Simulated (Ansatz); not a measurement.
## Clamped-ion strain scan in CdF$_{2}$

The calculation used DFT PBE, scalar-relativistic, plane waves, PAW in Ansatz 0.2.0. Cutoff 420 eV, Γ-centred 8×8×8 k-points, Gaussian smearing of 0.05 eV. No spin polarisation. Energies are free energies at this smearing, counted from the undisturbed cell; pressure is positive in compression.

Zero of the scan (as given, not relaxed at this level; it stands at 5.5 GPa):

```
Cd F
1.0
     0.00000    2.69400    2.69400
     2.69400    0.00000    2.69400
     2.69400    2.69400    0.00000
Cd F
1 2
Direct
  0.00000 0.00000 0.00000
  0.25000 0.25000 0.25000
  0.75000 0.75000 0.75000
```

The cell is strained by ε times the Voigt pattern (1, 0, 0, 0, 0, 0) (xx, yy, zz, yz, xz, xy; engineering shear) with fractional coordinates fixed.

| ε | ΔE (meV/atom) | stress summed along the pattern (GPa, tension positive) | pressure (GPa) | gap on the mesh (eV) |
| --- | --- | --- | --- | --- |
| -0.1500 | 294.9 | -48.93 | 33.1 | 2.93 |
| -0.1125 | 168.9 | -34.26 | ? | ? |
| -0.0750 | 82.7 | -22.69 | 16.4 | 3.20 |
| -0.0375 | 28.2 | -13.29 | 10.4 | 3.19 |
| 0.0000 | 0.0 | -5.46 | 5.5 | 3.10 |
| 0.0375 | -6.2 | 1.19 | 1.4 | 2.92 |
| 0.0750 | 6.3 | 6.92 | -1.9 | 2.70 |
| 0.1125 | ? | 11.89 | ? | 2.45 |
| 0.1312 | 55.0 | 14.12 | -5.7 | 2.32 |
| 0.1500 | 78.2 | ? | -6.8 | ? |

Give the withheld values.

pressure (GPa) at ε = -0.1125: 23.9; gap on the mesh (eV) at ε = -0.1125: 3.12; ΔE (meV/atom) at ε = 0.1125: 35.2; pressure (GPa) at ε = 0.1125: -4.6; stress summed along the pattern (GPa, tension positive) at ε = 0.1500: 16.21; gap on the mesh (eV) at ε = 0.1500: 2.19.